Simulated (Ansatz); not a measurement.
SiC (Moissanite):

```
CELL_PARAMETERS angstrom
3.07600 0.00000 0.00000
-1.53800 2.66389 0.00000
0.00000 0.00000 5.04800
ATOMIC_POSITIONS crystal
Si 0.66667 0.33333 0.50000
Si 0.33333 0.66667 0.00000
C 0.66667 0.33333 0.88500
C 0.33333 0.66667 0.38500
```

| Property | Result |
| --- | --- |
| Program | Ansatz 0.2.0 |
| Task | relaxation of cell and atoms |
| Functional | r2SCANh |
| Potentials or basis | Ansatz PAW |
| Cutoff | 500 eV (not typed: the program's choice for these potentials) |
| k mesh | 5 × 5 × 3 |
| Occupations | fermi-dirac, width 0.05 eV |
| Spin | no spin polarisation |

At the start: volume 10.34 Å³/atom.

**Question.** How do energy, volume and symmetry change on relaxing?

**Answer.** It ends after 5 steps and the volume is 10.28 Å³/atom (-0.6 %); space group P6_3mc (No. 186, to 0.05 Å).

The path:
```tsv
step	energy change (eV)	largest force (eV/Å)	volume (Å³)
1	0.0000	0.7637	41.36
2	-0.0218	0.4143	41.24
3	-0.0368	0.0010	41.10
4	-0.0368	0.0005	41.12
5	-0.0368	0.0005	41.12
```

Final structure:
```
Si C
1.0
     3.07067    0.00000    0.00000
    -1.53533    2.65928    0.00000
     0.00000    0.00000    5.03609
Si C
2 2
Direct
  0.66667 0.33333 0.50446
  0.33333 0.66667 0.00446
  0.66667 0.33333 0.88054
  0.33333 0.66667 0.38054
```

Caveat: the k mesh is coarse (spacing up to 0.47 Å⁻¹), so the values aren't converged, least of all with exact exchange; the plane-wave basis is chosen anew once the cell has moved, so the energies of steps on either side of that aren't comparable; the PAW data sets come from PBE, with cores solved anew for the run's functional, which leaves a small shift of forces and pressure.
